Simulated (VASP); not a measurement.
# Al in VASP: relaxation of the atoms with PBE

Aim: the relaxation of the atoms of Al with PBE.

Program: VASP 6.6.1. These are calculated values, not measurements. Logs are shortened: lines on timing, memory, paths and dates and some standing lists are left out, and cuts for length are marked.

## Step 1: Starting point

The cell holds a slab with vacuum, 4 atoms: a = 2.912 Å, b = 2.912 Å, c = 26.383 Å, α = 90.00°, β = 90.00°, γ = 90.00°.

The cell was built by a generator and needn't be a form met in nature.

## Step 2: Relaxation of the atoms, PBE

INCAR

```
ALGO = Normal
DIPOL = 0.5 0.5 0.500
EDIFF = 1E-6
EDIFFG = -0.02
ENCUT = 520
GGA = PE
IBRION = 2
IDIPOL = 3
ISIF = 2
ISMEAR = 1
KPAR = 2
LASPH = T
LCHARG = F
LDIPOL = T
LREAL = F
LWAVE = F
NELM = 120
NSW = 90
PREC = Accurate
SIGMA = 0.1
```

KPOINTS

```
k-points
0
Gamma
  11 11 1
```

POSCAR

```
Al
1.0
    2.9124880100      0.0000000000      0.0000000000
    0.0000000000      2.9124880100      0.0000000000
    0.0000000000      0.0000000000     26.3833183600
Al
4
Direct
    0.5000000000      0.0000000000      0.3871446300
    0.0000000000      0.5000000000      0.4623828100
    0.5000000000      0.0000000000      0.5376210000
    0.0000000000      0.5000000000      0.6128553700
```

Potentials or basis: VASP PAW PBE potentials, release 64 (Al).

On the command line:

```
> cat potpaw_PBE.64/Al/POTCAR > POTCAR
> mpirun -np 2 vasp_std > vasp.out
```

OUTCAR:

```text
EDIFF = 1E-6
   EDIFFG = -0.02
   ENCUT = 520
   GGA = PE
   IBRION = 2
   ISIF = 2
   ISMEAR = 1
   LASPH = T
   LREAL = F
   NELM = 120
   NSW = 90
   PREC = Accurate

 ion  position               nearest neighbor table
   1  0.500  0.000  0.387-   2 2.86   2 2.86   2 2.86   2 2.86
   2  0.000  0.500  0.462-   1 2.86   1 2.86   1 2.86   1 2.86   3 2.86   3 2.86   3 2.86   3 2.86

   3  0.500  0.000  0.538-   4 2.86   4 2.86   4 2.86   4 2.86   2 2.86   2 2.86   2 2.86   2 2.86

   4  0.000  0.500  0.613-   3 2.86   3 2.86   3 2.86   3 2.86

  LATTYP: Found a simple tetragonal cell.
 ALAT       =     2.9124880100
 C/A-ratio  =     9.0586873729

  Lattice vectors:

 A1 = (   2.9124880100,   0.0000000000,   0.0000000000)
 A2 = (   0.0000000000,   2.9124880100,   0.0000000000)
 A3 = (   0.0000000000,   0.0000000000,  26.3833183600)

Analysis of symmetry for initial positions (statically):
=====================================================================
 Subroutine PRICEL returns:
 Original cell was already a primitive cell.

 Routine SETGRP: Setting up the symmetry group for a
 simple tetragonal supercell.

 Subroutine GETGRP returns: Found 16 space group operations
 (whereof  8 operations were pure point group operations)
 out of a pool of 16 trial point group operations.

The static configuration has the point symmetry D_2d.
 The point group associated with its full space group is D_4h.

Analysis of symmetry for dynamics (positions and initial velocities):
=====================================================================
 Subroutine PRICEL returns:
 Original cell was already a primitive cell.

 Routine SETGRP: Setting up the symmetry group for a
 simple tetragonal supercell.

 Subroutine GETGRP returns: Found 16 space group operations
 (whereof  8 operations were pure point group operations)
 out of a pool of 16 trial point group operations.

The dynamic configuration has the point symmetry D_2d.
 The point group associated with its full space group is D_4h.

 Subroutine INISYM returns: Found 16 space group operations
 (whereof  8 operations are pure point group operations),
 and found     1 'primitive' translations

----------------------------------------------------------------------------------------

                                     Primitive cell

  volume of cell :     223.7988

  direct lattice vectors                    reciprocal lattice vectors
     2.912488010  0.000000000  0.000000000     0.343349053  0.000000000  0.000000000
     0.000000000  2.912488010  0.000000000     0.000000000  0.343349053  0.000000000
     0.000000000  0.000000000 26.383318360     0.000000000  0.000000000  0.037902738

  length of vectors
     2.912488010  2.912488010 26.383318360     0.343349053  0.343349053  0.037902738

  position of ions in fractional coordinates (direct lattice)
     0.500000000  0.000000000  0.387144630
     0.000000000  0.500000000  0.462382810
     0.500000000  0.000000000  0.537621000
     0.000000000  0.500000000  0.612855370

  ion indices of the primitive-cell ions
   primitive index   ion index
                 1           1
                 2           2
                 3           3
                 4           4

----------------------------------------------------------------------------------------

 KPOINTS: k-points

Automatic generation of k-mesh.
 Grid dimensions read from file:
 generate k-points for:   11   11    1

 Generating k-lattice:

  Cartesian coordinates                     Fractional coordinates (reciprocal lattice)
     0.031213550  0.000000000  0.000000000     0.090909091  0.000000000  0.000000000
     0.000000000  0.031213550  0.000000000     0.000000000  0.090909091  0.000000000
     0.000000000  0.000000000  0.037902738     0.000000000  0.000000000  1.000000000

  Length of vectors
     0.031213550  0.031213550  0.037902738

  Shift w.r.t. Gamma in fractional coordinates (k-lattice)
     0.000000000  0.000000000  0.000000000

 Subroutine IBZKPT returns following result:
 ===========================================

 Found     21 irreducible k-points:

 Following reciprocal coordinates:
            Coordinates               Weight
  0.000000  0.000000  0.000000      1.000000
  0.090909  0.000000  0.000000      4.000000
  0.181818  0.000000  0.000000      4.000000
  0.272727  0.000000  0.000000      4.000000
  0.363636  0.000000  0.000000      4.000000
  0.454545  0.000000  0.000000      4.000000
[... 13 lines left out ...]
  0.454545  0.363636  0.000000      8.000000
  0.454545  0.454545  0.000000      4.000000
   k-points           NKPTS =     21   k-points in BZ     NKDIM =     21   number of bands    NBANDS=     10
   number of dos      NEDOS =    301   number of ions     NIONS =      4
   total plane-waves  NPLWV = 112896
   dimension x,y,z NGX =    24 NGY =   24 NGZ =  196
   dimension x,y,z NGXF=    48 NGYF=   48 NGZF=  392
   ions per type =               4
   NGX,Y,Z   is equivalent  to a cutoff of  13.70, 13.70, 12.35 a.u.
   NGXF,Y,Z  is equivalent  to a cutoff of  27.40, 27.40, 24.70 a.u.
 SYSTEM =  unknown system
   PREC   = accura    normal or accurate (medium, high low for compatibility)
   ISTART =      0    job   : 0-new  1-cont  2-samecut
   ICHARG =      2    charge: 1-file 2-atom 10-const
   ISPIN  =      1    spin polarized calculation?
   LNONCOLLINEAR =      F non collinear calculations
   LSORBIT =      F    spin-orbit coupling
   LASPH  =      T    aspherical Exc in radial PAW
   ENCUT  =  520.0 eV  38.22 Ry    6.18 a.u.   5.42  5.42 49.06*2*pi/ulx,y,z
   NELM   =    120;   NELMIN=  2; NELMDL= -5     # of ELM steps
   EDIFF  = 0.1E-05   stopping-criterion for ELM
   LREAL  =      F    real-space projection
   EDIFFG = -.2E-01   stopping-criterion for IOM
   NSW    =     90    number of steps for IOM
   IBRION =      2    ionic relax: 0-MD 1-quasi-New 2-CG
   NFREE  =      1    steps in history (QN), initial steepest desc. (CG)
   ISIF   =      2    stress and relaxation
   ISYM   =      2    0-nonsym 1-usesym 2-fastsym
   POTIM  = 0.5000    time-step for ionic-motion
   TEBEG  =    0.0;   TEEND  =   0.0 temperature during run
   PSTRESS=    0.0 pullay stress
   NELECT =      12.0000    total number of electrons
   NUPDOWN=      -1.0000    fix difference up-down
   EMIN   =  10.00;   EMAX   =-10.00  energy-range for DOS
   EFERMI =   0.00;   METHOD = LEGACY
   ISMEAR =     1;   SIGMA  =   0.10  broadening in eV -4-tet -1-fermi 0-gaus
   EFERMI_NEDOS =   21; number of points for ismear=-14 and -15
   IALGO  =     38    algorithm
   IMIX   =      4    mixing-type and parameters
     AMIX     =   0.40;   BMIX     =  1.00
     AMIX_MAG =   1.60;   BMIX_MAG =  1.00
  volume/ion in A,a.u.               =      55.95       377.57
  Fermi-wavevector in a.u.,A,eV,Ry     =   0.617328  1.166581  5.185098  0.381094
  Thomas-Fermi vector in A             =   1.675374
   LORBIT       =      0    0 simple, 1 ext, 2 COOP (PROOUT), +10 PAW based schemes
   GGA     = PE    functional components
   LHFCALC =     F    Hartree Fock is set to
   AEXX    =    0.0000 exact exchange contribution
   IVDW    =     0    specifies the selected vdW correction
   LEPSILON=     F    determine dielectric tensor
   LRPA    =     F    only Hartree local field effects (RPA)
 conjugate gradient relaxation of ions
 non-spin polarized calculation
 Methfessel and Paxton  Order N= 1 SIGMA  =   0.10
  energy-cutoff  :      520.00
  volume of cell :      223.80
 maximum number of plane-waves:      6083
 NGX is ok and might be reduce to    24
   NGX = 11   NGY = 11   NGZ = 99

--------------------------------------- Ionic step        1  -------------------------------------------

 number of electron      12.0000000 magnetization

 Free energy of the ion-electron system (eV)
  ---------------------------------------------------
  ext. energy  EPLUGINS =         0.00000000
  ---------------------------------------------------
  free energy    TOTEN  =       -13.86906261 eV

  energy without entropy =      -13.86507096  energy(sigma->0) =      -13.86773206

------------------------ aborting loop because EDIFF is reached ----------------------------------------

  FORCE on cell =-STRESS in cart. coord.  units (eV):
  Direction    XX          YY          ZZ          XY          YZ          ZX
  --------------------------------------------------------------------------------------
  -------------------------------------------------------------------------------------
  Total       -2.6885035     -2.6885035      0.8017888      0.0000000     -0.0000000     -0.0000000
  in kB      -19.2470193    -19.2470193      5.7400129      0.0000000     -0.0000000     -0.0000000
  external PRESSURE =     -10.9180085 kB  Pullay stress =       0.0000000 kB
[... 289 lines left out ...]
  energy  without entropy=      -13.8977264343  energy(sigma->0) =      -13.89689034

--------------------------------------- Ionic step        9  -------------------------------------------

 number of electron      12.0000000 magnetization

 dipolmoment           0.000000      0.000000     -0.000306 electrons x Angstroem

 Free energy of the ion-electron system (eV)
  ---------------------------------------------------
  ext. energy  EPLUGINS =         0.00000000
  ---------------------------------------------------
  free energy    TOTEN  =       -13.89676542 eV

  energy without entropy =      -13.89809983  energy(sigma->0) =      -13.89721022

 E-fermi :  -0.5843     XC(G=0):  -3.8685

 val. band max:       -0.6013298058   @ k =   0.3636   0.0909   0.0000
 cond. band min:      -0.5122850005   @ k =   0.2727   0.0909   0.0000
 fundamental gap:      0.0890448053
 Fermi energy:        -0.5842626996

 k-point     1 :       0.0000    0.0000    0.0000
  band No.  band energies     occupation
      1     -10.9274      2.00000
      2      -9.5508      2.00000
      3      -7.5436      2.00000
      4      -4.7956      2.00000
      5      -2.4865      2.00000
      6       0.8562     -0.00000
      7       2.8485      0.00000
      8       3.6528      0.00000
      9       3.8764      0.00000
     10       4.9741      0.00000
[... 248 lines left out ...]
 k-point    21 :       0.4545    0.4545    0.0000
  band No.  band energies     occupation
      1      -3.9617      2.00000
      2      -2.9359      2.00000
      3      -2.6492      2.00000
      4      -1.7038      2.00000
      5      -1.6476      2.00000
      6      -0.7514      2.03965
      7      -0.7298      2.05914
      8      -0.2977     -0.00039
      9       0.2136     -0.00000
     10       0.6356     -0.00000

------------------------ aborting loop because EDIFF is reached ----------------------------------------

 vacuum level on the upper side and lower side of the slab       (xc-potential included)        -0.011        -0.005

  FORCE on cell =-STRESS in cart. coord.  units (eV):
  Direction    XX          YY          ZZ          XY          YZ          ZX
  --------------------------------------------------------------------------------------
  -------------------------------------------------------------------------------------
  Total       -3.5672995     -3.5672995     -0.0559488      0.0000000      0.0000000      0.0000000
  in kB      -25.5383272    -25.5383272     -0.4005382      0.0000000      0.0000000      0.0000000
  external PRESSURE =     -17.1590642 kB  Pullay stress =       0.0000000 kB

 VOLUME and BASIS-vectors are now :
 -----------------------------------------------------------------------------
  energy-cutoff  :      520.00
  volume of cell :      223.80
      direct lattice vectors                 reciprocal lattice vectors
     2.912488010  0.000000000  0.000000000     0.343349053  0.000000000  0.000000000
     0.000000000  2.912488010  0.000000000     0.000000000  0.343349053  0.000000000
     0.000000000  0.000000000 26.383318360     0.000000000  0.000000000  0.037902738
[... 10 lines left out ...]
  FREE ENERGIE OF THE ION-ELECTRON SYSTEM (eV)
  ---------------------------------------------------
  free  energy   TOTEN  =       -13.8967654154 eV

  energy  without entropy=      -13.8980998313  energy(sigma->0) =      -13.89721022

 reached required accuracy - stopping structural energy minimisation

 vacuum level on the upper side and lower side of the slab         3.718         3.724
```

It took 58 s on 2 MPI ranks of Intel Xeon 6975P-C (Granite Rapids), shared host; peak memory 0.32 GiB.

Results:

| Quantity | Value |
| --- | --- |
| Free energy | -13.8968 eV |
| Energy gained by relaxing | 6.9 meV/atom |
| Ionic steps | 9 |
| Largest force after relaxing | 0.012 eV/Å |
| Band gap on the k mesh | none (metal or under the smearing width) |

Forces in eV/Å, atoms in the order of the input:
```
Al   0.000  0.000  0.012
Al   0.000  0.000 -0.012
Al   0.000  0.000  0.012
Al   0.000  0.000 -0.012
```

The path:
| step | energy change (eV) | largest force (eV/Å) | pressure (GPa) |
| --- | --- | --- | --- |
| 1 | 0.0000 | 0.1335 | -1.09 |
| 2 | -0.0017 | 0.1292 | -1.12 |
| 3 | -0.0066 | 0.1242 | -1.22 |
| 4 | -0.0163 | 0.1188 | -1.41 |
| 5 | -0.0243 | 0.1236 | -1.75 |
| 6 | -0.0251 | 0.1207 | -1.66 |
| 7 | -0.0274 | 0.0290 | -1.73 |
| 8 | -0.0274 | 0.0283 | -1.73 |
| 9 | -0.0277 | 0.0124 | -1.72 |

Final structure:
```cif
data_structure
_symmetry_space_group_name_H-M 'P 1'
_symmetry_Int_Tables_number 1
_cell_length_a 2.9125
_cell_length_b 2.9125
_cell_length_c 26.3833
_cell_angle_alpha 90.000
_cell_angle_beta 90.000
_cell_angle_gamma 90.000
_cell_volume 223.80
loop_
_atom_site_label
_atom_site_type_symbol
_atom_site_fract_x
_atom_site_fract_y
_atom_site_fract_z
_atom_site_occupancy
Al1 Al 0.50000 0.00000 0.38228 1
Al2 Al 0.00000 0.50000 0.46149 1
Al3 Al 0.50000 0.00000 0.53852 1
Al4 Al 0.00000 0.50000 0.61772 1
```
